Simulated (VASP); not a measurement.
# Sb (R-3m) in VASP: settings compared

Aim: see how the results for Sb move with the level of theory and the settings. Levels: PBE+TS, TPSSh, PBE+D3(BJ), PBE. Tasks: single point, relaxation of cell and atoms.

Everything below comes from runs of VASP 6.6.1. Logs are shortened: lines on timing, memory, paths and dates and some standing lists are left out, and cuts for length are marked.

### 1 The crystal as given

The structure is trigonal, space group R-3m (No. 166). Conventional cell: a = 4.308 Å, b = 4.308 Å, c = 11.274 Å, α = 90.00°, β = 90.00°, γ = 120.00°. Sb (site symmetry 3m) has 3 Sb at 2.91 Å as nearest neighbours.

### 2 Single point, PBE+TS

File run.py:

```python
from ase.calculators.vasp import Vasp
from ase.dft.bandgap import bandgap
from ase.io import read

atoms = read('Sb.cif', primitive_cell=True, subtrans_included=False)
calc = Vasp(
    directory='calc',
    xc='pbe',
    pp='PBE',
    setups='materialsproject',
    prec='Accurate',
    encut=520,
    ediff=1e-06,
    ismear=0,
    sigma=0.01,
    lreal=False,
    lasph=True,
    nelm=100,
    algo='Fast',
    isif=2,
    lwave=False,
    lcharg=False,
    ivdw=2,
    lmaxmix=6,
    kpts=[5, 5, 5],
    gamma=True,
)
atoms.calc = calc

print('energy (eV):', atoms.get_potential_energy())
print('free energy (eV):', atoms.get_potential_energy(force_consistent=True))
print('forces (eV/A):')
print(atoms.get_forces())
print('stress (eV/A^3, Voigt):', atoms.get_stress())
print('Fermi level (eV):', calc.get_fermi_level())
gap, top, bottom = bandgap(calc)
print('band gap (eV):', gap, 'from (spin, k, band)', top, 'to', bottom)
```

File Sb.cif:

```cif
data_Sb
_cell_length_a 4.30840000
_cell_length_b 4.30840000
_cell_length_c 11.27400000
_cell_angle_alpha 90.00000000
_cell_angle_beta 90.00000000
_cell_angle_gamma 120.00000000
_space_group_name_H-M_alt 'R-3m'
_space_group_name_Hall '-R 3 2"'
_space_group_IT_number 166
loop_
_space_group_symop_operation_xyz
'x,y,z'
'-x,-y,-z'
'-y,x-y,z'
'y,-x+y,-z'
'-x+y,-x,z'
'x-y,x,-z'
'y,x,-z'
'-y,-x,z'
'x-y,-y,-z'
'-x+y,y,z'
'-x,-x+y,-z'
'x,x-y,z'
'x+2/3,y+1/3,z+1/3'
'-x+2/3,-y+1/3,-z+1/3'
'-y+2/3,x-y+1/3,z+1/3'
'y+2/3,-x+y+1/3,-z+1/3'
'-x+y+2/3,-x+1/3,z+1/3'
'x-y+2/3,x+1/3,-z+1/3'
'y+2/3,x+1/3,-z+1/3'
'-y+2/3,-x+1/3,z+1/3'
'x-y+2/3,-y+1/3,-z+1/3'
'-x+y+2/3,y+1/3,z+1/3'
'-x+2/3,-x+y+1/3,-z+1/3'
'x+2/3,x-y+1/3,z+1/3'
'x+1/3,y+2/3,z+2/3'
'-x+1/3,-y+2/3,-z+2/3'
'-y+1/3,x-y+2/3,z+2/3'
'y+1/3,-x+y+2/3,-z+2/3'
'-x+y+1/3,-x+2/3,z+2/3'
'x-y+1/3,x+2/3,-z+2/3'
'y+1/3,x+2/3,-z+2/3'
'-y+1/3,-x+2/3,z+2/3'
'x-y+1/3,-y+2/3,-z+2/3'
'-x+y+1/3,y+2/3,z+2/3'
'-x+1/3,-x+y+2/3,-z+2/3'
'x+1/3,x-y+2/3,z+2/3'
loop_
_atom_site_label
_atom_site_type_symbol
_atom_site_symmetry_multiplicity
_atom_site_Wyckoff_symbol
_atom_site_fract_x
_atom_site_fract_y
_atom_site_fract_z
_atom_site_occupancy
Sb1 Sb 6 c 0.0000000000 0.0000000000 0.7665100000 1
```

Potentials or basis: VASP PAW PBE potentials, release 64 (Sb).

The run is started by

```sh
$ python run.py
```

Output:

```text
energy (eV): -8.8720175
free energy (eV): -8.8720175
forces (eV/A):
[[-0.          0.         -0.04932705]
 [ 0.          0.          0.04932705]]
stress (eV/A^3, Voigt): [-0.01319062 -0.01319062 -0.00184002 -0.         -0.         -0.        ]
Fermi level (eV): 7.23648783
band gap (eV): 0.37759999999999927 from (spin, k, band) (0, np.int64(10), np.int64(4)) to (0, np.int64(2), np.int64(5))
```

OUTCAR:

```text
ENCUT = 520.000000
   EDIFF = 1.00e-06
   GGA = PE
   PREC = Accurate
   ISIF = 2
   ISMEAR = 0
   NELM = 100
   IVDW = 2
   LASPH = .TRUE.
   LREAL = .FALSE.
  IVDW =   2

 ion  position               nearest neighbor table
   1  0.767  0.767  0.767-   2 2.91   2 2.91   2 2.91   2 3.35   2 3.35   2 3.35
   2  0.233  0.233  0.233-   1 2.91   1 2.91   1 2.91   1 3.35   1 3.35   1 3.35

  LATTYP: Found a trigonal (rhomboedric) cell.
 ALAT       =     4.5066618304
 COS(alpha) =     0.5430253624

  Lattice vectors:

 A1 = (   2.1542000000,   1.2437279499,   3.7580000000)
 A2 = (  -2.1542000000,   1.2437279499,   3.7580000000)
 A3 = (  -0.0000000000,  -2.4874558998,   3.7580000000)

Analysis of symmetry for initial positions (statically):
=====================================================================
 Subroutine PRICEL returns:
 Original cell was already a primitive cell.

 Routine SETGRP: Setting up the symmetry group for a
 trigonal (rhombohedral) supercell.

 Subroutine GETGRP returns: Found 12 space group operations
 (whereof 12 operations were pure point group operations)
 out of a pool of 12 trial point group operations.

The static configuration has the point symmetry D_3d.

Analysis of symmetry for dynamics (positions and initial velocities):
=====================================================================
 Subroutine PRICEL returns:
 Original cell was already a primitive cell.

 Routine SETGRP: Setting up the symmetry group for a
 trigonal (rhombohedral) supercell.

 Subroutine GETGRP returns: Found 12 space group operations
 (whereof 12 operations were pure point group operations)
 out of a pool of 12 trial point group operations.
[... 138 lines left out ...]
  ---------------------------------------------------
  ext. energy  EPLUGINS =         0.00000000
  ---------------------------------------------------
  free energy    TOTEN  =        -8.29168055 eV

  energy without entropy =       -8.29168055  energy(sigma->0) =       -8.29168055

 E-fermi :   7.2365     XC(G=0):  -9.5344

 val. band max:        7.1717200274   @ k =   0.4000   0.2000   0.2000
 cond. band min:       7.5492972758   @ k =   0.4000  -0.0000   0.0000
 fundamental gap:      0.3775772484
 Fermi energy:         7.2364878294

 k-point     1 :       0.0000    0.0000    0.0000
  band No.  band energies     occupation
      1      -5.4380      2.00000
      2       2.4815      2.00000
      3       5.2123      2.00000
      4       5.4851      2.00000
      5       5.4851      2.00000
      6       9.3628      0.00000
      7       9.9825      0.00000
      8       9.9825      0.00000
      9      12.3638      0.00000
[... 205 lines left out ...]
 k-point    19 :      -0.4000    0.4000    0.4000
  band No.  band energies     occupation
      1      -3.5902      2.00000
      2      -1.4911      2.00000
      3       3.2037      2.00000
      4       5.0290      2.00000
      5       5.9004      2.00000
      6       8.7108      0.00000
      7       9.1258      0.00000
      8      11.2739      0.00000
      9      13.0851      0.00000

------------------------ aborting loop because EDIFF is reached ----------------------------------------

  Hirshfeld charges:
            ion         q(e)
   ------------------------------
      1     Sb       0.00000000
      2     Sb      -0.00000000

  Tkatchenko/Scheffler method for vdW energy calculation

  Number of pair interactions contributing to vdW energy:   26019

  Edisp (eV):   -0.58034

  FORCE on cell =-STRESS in cart. coord.  units (eV):
  Direction    XX          YY          ZZ          XY          YZ          ZX
  --------------------------------------------------------------------------------------
  -------------------------------------------------------------------------------------
  Total       0.79686     0.79686     0.11116     0.00000     0.00000     0.00000
  in kB      21.13370    21.13370     2.94803     0.00000     0.00000     0.00000
  external pressure =       15.07 kB  Pullay stress =        0.00 kB

 VOLUME and BASIS-vectors are now :
 -----------------------------------------------------------------------------
  energy-cutoff  :      520.00
  volume of cell :       60.41
      direct lattice vectors                 reciprocal lattice vectors
     2.154200000  1.243727950  3.758000000     0.232104726  0.134005726  0.088699663
    -2.154200000  1.243727950  3.758000000    -0.232104726  0.134005726  0.088699663
    -0.000000000 -2.487455900  3.758000000     0.000000000 -0.268011452  0.088699663

 POSITION                                       TOTAL-FORCE (eV/Angst)
 -----------------------------------------------------------------------------------
      0.00000      0.00000      8.64163        -0.000000      0.000000     -0.049327
      0.00000      0.00000      2.63237         0.000000      0.000000      0.049327
 -----------------------------------------------------------------------------------
    total drift:                                0.000000     -0.000000     -0.000000

  FREE ENERGIE OF THE ION-ELECTRON SYSTEM (eV)
  ---------------------------------------------------
  free  energy   TOTEN  =        -8.8720175006 eV

  energy  without entropy=       -8.8720175006  energy(sigma->0) =       -8.87201750
```

INCAR:

```text
ENCUT = 520.000000
SIGMA = 0.010000
EDIFF = 1.00e-06
ALGO = Fast
GGA = PE
PREC = Accurate
ISIF = 2
ISMEAR = 0
LMAXMIX = 6
NELM = 100
IVDW = 2
LASPH = .TRUE.
LCHARG = .FALSE.
LWAVE = .FALSE.
LREAL = .FALSE.
```

Wall time 26 s (1 thread of Intel Xeon Platinum 8375C at 2.90GHz (Ice Lake), shared host); peak memory 0.2 GiB.

These settings aren't checked as converged (typed here: LMAXMIX = 6; k = 5 × 5 × 5): the numbers below hold their error.

Results:

* Free energy: -8.8720 eV
* Pressure: 1.5 GPa
* Largest force: 0.049 eV/Å
* Band gap on the k mesh: 0.38 eV, indirect (least direct gap 0.72 eV)
* Dispersion energy per atom: -0.290 eV

Caveat: spin-orbit coupling is left out, which moves the levels of the heavy elements; an odd mesh through Γ misses points on the zone boundary, where band edges often lie.

### 3 Single point, TPSSh (volume scaled by 1.08)

File POSCAR:

```
Sb
4.6238
    0.478000369955      0.275973642264      0.833871223799
   -0.478000369955      0.275973642264      0.833871223799
    0.000000000000     -0.551947284528      0.833871223799
Sb
2
Direct
    0.7665100000      0.7665100000      0.7665100000
    0.2334900000      0.2334900000      0.2334900000
```

File INCAR.step1:

```
SYSTEM = Sb
PREC = Accurate
ENCUT = 520
EDIFF = 1E-5
ISMEAR = 0
SIGMA = 0.01
LREAL = .FALSE.
LASPH = .TRUE.
NELM = 80
ALGO = Normal
ISIF = 2
LWAVE = .TRUE.
LCHARG = .FALSE.
GGA = PE
```

File INCAR.step2:

```
SYSTEM = Sb
PREC = Accurate
ENCUT = 520
EDIFF = 1E-6
ISMEAR = 0
SIGMA = 0.01
LREAL = .FALSE.
LASPH = .TRUE.
NELM = 80
ALGO = Normal
ISIF = 2
LWAVE = .FALSE.
LCHARG = .FALSE.
METAGGA = TPSS
LHFCALC = .TRUE.
AEXX = 0.1
LMIXTAU = .TRUE.
PRECFOCK = Normal
HFRCUT = -1
ISTART = 1
```

File KPOINTS:

```
regular mesh
0
G
  4 4 4
  0 0 0
```

Potentials or basis: VASP PAW PBE potentials, release 64 (Sb).

The run is started by

```sh
$ cat potpaw_PBE.64/Sb/POTCAR > POTCAR
$ cp INCAR.step1 INCAR
$ mpirun -np 1 vasp_std > vasp.out
$ cp INCAR.step2 INCAR
$ mpirun -np 1 vasp_std > vasp.out
```

OUTCAR:

```text
SYSTEM = Sb
   PREC = Accurate
   ENCUT = 520
   EDIFF = 1E-6
   ISMEAR = 0
   LREAL = .FALSE.
   LASPH = .TRUE.
   NELM = 80
   ISIF = 2
   METAGGA = TPSS
   LHFCALC = .TRUE.
   AEXX = 0.1
   PRECFOCK = Normal
   ISTART = 1

 ion  position               nearest neighbor table
   1  0.767  0.767  0.767-   2 2.98   2 2.98   2 2.98   2 3.44   2 3.44   2 3.44
   2  0.233  0.233  0.233-   1 2.98   1 2.98   1 2.98   1 3.44   1 3.44   1 3.44

  LATTYP: Found a trigonal (rhomboedric) cell.
 ALAT       =     4.6237699979
 COS(alpha) =     0.5430253624

  Lattice vectors:

 A1 = (   2.2101781106,   1.2760469271,   3.8556537646)
 A2 = (  -2.2101781106,   1.2760469271,   3.8556537646)
 A3 = (   0.0000000000,  -2.5520938542,   3.8556537646)

Analysis of symmetry for initial positions (statically):
=====================================================================
 Subroutine PRICEL returns:
 Original cell was already a primitive cell.

 Routine SETGRP: Setting up the symmetry group for a
 trigonal (rhombohedral) supercell.

 Subroutine GETGRP returns: Found 12 space group operations
 (whereof 12 operations were pure point group operations)
 out of a pool of 12 trial point group operations.

The static configuration has the point symmetry D_3d.

Analysis of symmetry for dynamics (positions and initial velocities):
=====================================================================
 Subroutine PRICEL returns:
 Original cell was already a primitive cell.

 Routine SETGRP: Setting up the symmetry group for a
 trigonal (rhombohedral) supercell.

 Subroutine GETGRP returns: Found 12 space group operations
 (whereof 12 operations were pure point group operations)
 out of a pool of 12 trial point group operations.

The dynamic configuration has the point symmetry D_3d.

 Subroutine INISYM returns: Found 12 space group operations
 (whereof 12 operations are pure point group operations),
 and found     1 'primitive' translations

----------------------------------------------------------------------------------------

                                     Primitive cell

  volume of cell :      65.2444

  direct lattice vectors                    reciprocal lattice vectors
     2.210178111  1.276046927  3.855653765     0.226226112  0.130611706  0.086453129
    -2.210178111  1.276046927  3.855653765    -0.226226112  0.130611706  0.086453129
     0.000000000 -2.552093854  3.855653765     0.000000000 -0.261223413  0.086453129

  length of vectors
     4.623769998  4.623769998  4.623769998     0.275157800  0.275157800  0.275157800

  position of ions in fractional coordinates (direct lattice)
     0.766510000  0.766510000  0.766510000
     0.233490000  0.233490000  0.233490000

  ion indices of the primitive-cell ions
   primitive index   ion index
                 1           1
                 2           2

----------------------------------------------------------------------------------------

 KPOINTS: regular mesh

Automatic generation of k-mesh.
 Grid dimensions read from file:
 generate k-points for:    4    4    4

[... 34 lines left out ...]
   number of dos      NEDOS =    301   number of ions     NIONS =      2
   total plane-waves  NPLWV =  46656
   dimension x,y,z NGX =    36 NGY =   36 NGZ =   36
   dimension x,y,z NGXF=    72 NGYF=   72 NGZF=   72
   ions per type =               2
   NGX,Y,Z   is equivalent  to a cutoff of  12.94, 12.94, 12.94 a.u.
   NGXF,Y,Z  is equivalent  to a cutoff of  25.89, 25.89, 25.89 a.u.
 SYSTEM =  Sb
   PREC   = accura    normal or accurate (medium, high low for compatibility)
   ISTART =      1    job   : 0-new  1-cont  2-samecut
   ICHARG =      0    charge: 1-file 2-atom 10-const
   ISPIN  =      1    spin polarized calculation?
   LNONCOLLINEAR =      F non collinear calculations
   LSORBIT =      F    spin-orbit coupling
   LASPH  =      T    aspherical Exc in radial PAW
   ENCUT  =  520.0 eV  38.22 Ry    6.18 a.u.   8.60  8.60  8.60*2*pi/ulx,y,z
   NELM   =     80;   NELMIN=  2; NELMDL=  0     # of ELM steps
   EDIFF  = 0.1E-05   stopping-criterion for ELM
   LREAL  =      F    real-space projection
   EDIFFG = 0.1E-04   stopping-criterion for IOM
   NSW    =      0    number of steps for IOM
   IBRION =     -1    ionic relax: 0-MD 1-quasi-New 2-CG
   NFREE  =      0    steps in history (QN), initial steepest desc. (CG)
   ISIF   =      2    stress and relaxation
   ISYM   =      3    0-nonsym 1-usesym 2-fastsym
   POTIM  = 0.5000    time-step for ionic-motion
   TEBEG  =    0.0;   TEEND  =   0.0 temperature during run
   PSTRESS=    0.0 pullay stress
   NELECT =      10.0000    total number of electrons
   NUPDOWN=      -1.0000    fix difference up-down
   EMIN   =  10.00;   EMAX   =-10.00  energy-range for DOS
   EFERMI =   0.00;   METHOD = LEGACY
   ISMEAR =     0;   SIGMA  =   0.01  broadening in eV -4-tet -1-fermi 0-gaus
   EFERMI_NEDOS =   21; number of points for ismear=-14 and -15
   IALGO  =     38    algorithm
   IMIX   =      1    mixing-type and parameters
     AMIX     =   0.40;   BMIX     =  1.00
     AMIX_MAG =   1.60;   BMIX_MAG =  1.00
  volume/ion in A,a.u.               =      32.62       220.15
  Fermi-wavevector in a.u.,A,eV,Ry     =   0.876114  1.655615 10.443493  0.767575
  Thomas-Fermi vector in A             =   1.995879
   LORBIT       =      0    0 simple, 1 ext, 2 COOP (PROOUT), +10 PAW based schemes
   METAGGA = TPSS    functional components
   LHFCALC =     T    Hartree Fock is set to
   PRECFOCK=normal    Normal, Fast or Accurate (Low or Medium for compatibility)
   ENCUT4O =  -1.0   cutoff for four orbital integrals eV
   NKREDX  =     1    reduce k-point grid by
   NKREDY  =     1    reduce k-point grid by
   NKREDZ  =     1    reduce k-point grid by
   AEXX    =    0.1000 exact exchange contribution
   HFSCREEN=    0.0000 screening length (either q_TF or 0.3 A-1)
   HFSCREENC=   0.0000 screening length for correlation (either q_TF or 0.3 A-1)
   ENCUTFOCK=  -1.0 apply spherical cutoff to Coloumb kernel
   IVDW    =     0    specifies the selected vdW correction
   LEPSILON=     F    determine dielectric tensor
   LRPA    =     F    only Hartree local field effects (RPA)
 non-spin polarized calculation
 Gauss-broadening in eV      SIGMA  =   0.01
  energy-cutoff  :      520.00
  volume of cell :       65.24
 maximum number of plane-waves:      1782
 NGX is ok and might be reduce to    36
  NGX = 28; NGY = 28; NGZ = 28

 number of electron      10.0000000 magnetization

 Free energy of the ion-electron system (eV)
  ---------------------------------------------------
  ext. energy  EPLUGINS =         0.00000000
  ---------------------------------------------------
  free energy    TOTEN  =       -23.76745441 eV

  energy without entropy =      -23.76745441  energy(sigma->0) =      -23.76745441

 E-fermi :   5.9028     XC(G=0):  -8.6449

 val. band max:        5.8187585036   @ k =   0.5000  -0.0000   0.0000
 cond. band min:       6.2188353304   @ k =   0.5000  -0.0000   0.0000
 fundamental gap:      0.4000768268
 Fermi energy:         5.9027918644

 k-point     1 :       0.0000    0.0000    0.0000
  band No.  band energies     occupation
      1      -6.7583      2.00000
      2       0.7598      2.00000
      3       4.1062      2.00000
      4       4.3484      2.00000
      5       4.3484      2.00000
      6       8.6112      0.00000
      7       9.1944      0.00000
      8       9.1944      0.00000
      9      11.7899      0.00000
[... 133 lines left out ...]
 k-point    13 :       0.5000    0.5000    0.5000
  band No.  band energies     occupation
      1      -5.2476      2.00000
      2      -3.0666      2.00000
      3       4.8411      2.00000
      4       4.8411      2.00000
      5       5.6613      2.00000
      6       6.6760      0.00000
      7       6.6760      0.00000
      8       7.3392      0.00000
      9      13.4778      0.00000

------------------------ aborting loop because EDIFF is reached ----------------------------------------

  FORCE on cell =-STRESS in cart. coord.  units (eV):
  Direction    XX          YY          ZZ          XY          YZ          ZX
  --------------------------------------------------------------------------------------
  -------------------------------------------------------------------------------------
  Total       -1.2809420     -1.2809420     -1.2756642      0.0000000     -0.0000000      0.0000000
  in kB      -31.4555189    -31.4555189    -31.3259144      0.0000000     -0.0000000      0.0000000
  external PRESSURE =     -31.4123174 kB  Pullay stress =       0.0000000 kB

 VOLUME and BASIS-vectors are now :
 -----------------------------------------------------------------------------
  energy-cutoff  :      520.00
  volume of cell :       65.24
      direct lattice vectors                 reciprocal lattice vectors
     2.210178111  1.276046927  3.855653765     0.226226112  0.130611706  0.086453129
    -2.210178111  1.276046927  3.855653765    -0.226226112  0.130611706  0.086453129
     0.000000000 -2.552093854  3.855653765     0.000000000 -0.261223413  0.086453129

 POSITION                                       TOTAL-FORCE (eV/Angst)
 -----------------------------------------------------------------------------------
      0.00000      0.00000      8.86619         0.000000      0.000000      0.617843
      0.00000      0.00000      2.70077         0.000000      0.000000     -0.617843
 -----------------------------------------------------------------------------------
    total drift:                                0.000000      0.000000     -0.000000

  FREE ENERGIE OF THE ION-ELECTRON SYSTEM (eV)
  ---------------------------------------------------
  free  energy   TOTEN  =       -23.7674544086 eV

  energy  without entropy=      -23.7674544086  energy(sigma->0) =      -23.76745441
```

Wall time 12 min (1 thread of Intel Xeon Platinum 8375C at 2.90GHz (Ice Lake), shared host); peak memory 0.22 GiB.

Results:

```
Free energy            : -23.7675 eV
Pressure               : -3.1 GPa
Largest force          : 0.618 eV/Å
Band gap on the k mesh : 0.40 eV, direct
```

Forces in eV/Å, atoms in the order of the input:
```
Sb   0.000  0.000  0.618
Sb   0.000  0.000 -0.618
```

Caveat: the k mesh is coarse (spacing up to 0.43 Å⁻¹), so the values aren't converged, least of all with exact exchange; the PAW data sets were made with another functional, which shifts forces and pressure a little; spin-orbit coupling is left out, which moves the levels of the heavy elements.

[end of part 1 of 2]
